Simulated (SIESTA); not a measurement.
# V under changes of volume

One of the cells (13.872 Å³/atom); the others are scaled copies at fixed shape and fractional positions:

```
V
1.0
     2.60429    0.00000    0.00000
    -1.30215    2.25538    0.00000
     0.00000    0.00000    4.72334
V
2
Direct
  0.33333 0.66667 0.25000
  0.66667 0.33333 0.75000
```

This isn't the form of V at room conditions, which is bcc.

| Quantity | Value |
| --- | --- |
| Program | SIESTA 5.4.2 |
| Functional | LDA |
| Potentials or basis | PseudoDojo 0.4 standard (LDA files) |
| Basis | DZP (energy shift 0.003 Ry; two zetas on semicore shells) |
| Grid cutoff | 800 Ry |
| Energy shift | 0.003 Ry |
| k mesh | 9 × 9 × 4 |
| Occupations | fermi-dirac, width 0.05 eV |
| Spin | collinear spin, ferromagnetic start |
| Starting moments | [2.0, 2.0] μB |

```csv
volume (Å³/atom),energy over the lowest point (meV/atom),pressure (GPa)
13.039,0.00,-0.6
13.317,4.52,-4.6
13.594,15.80,-8.2
13.872,33.09,-11.6
14.149,55.77,-14.5
14.427,83.33,-17.2
14.704,?,?
```

Question: What does the run at 14.704 Å³/atom give?

Answer: Energy over the lowest point 115.40 meV/atom; pressure -19.7 GPa.

Worked out: A Birch-Murnaghan fit of order 3 (a polynomial in V^(-2/3)) to the other rows has its minimum at 13.01 Å³/atom, just outside them, with B0 = V·E''(V) = 207 GPa and B' = 4.3 at fixed shape and positions, which overstates the stiffness. It gives 115.11 meV/atom at 14.704 Å³/atom, against the run's 115.40, and -dE/dV = -19.5 GPa, against -19.7.

Energies are extrapolated to zero smearing.

Caveats: the basis of atomic orbitals isn't converged, which shifts pressures, moduli and gaps.
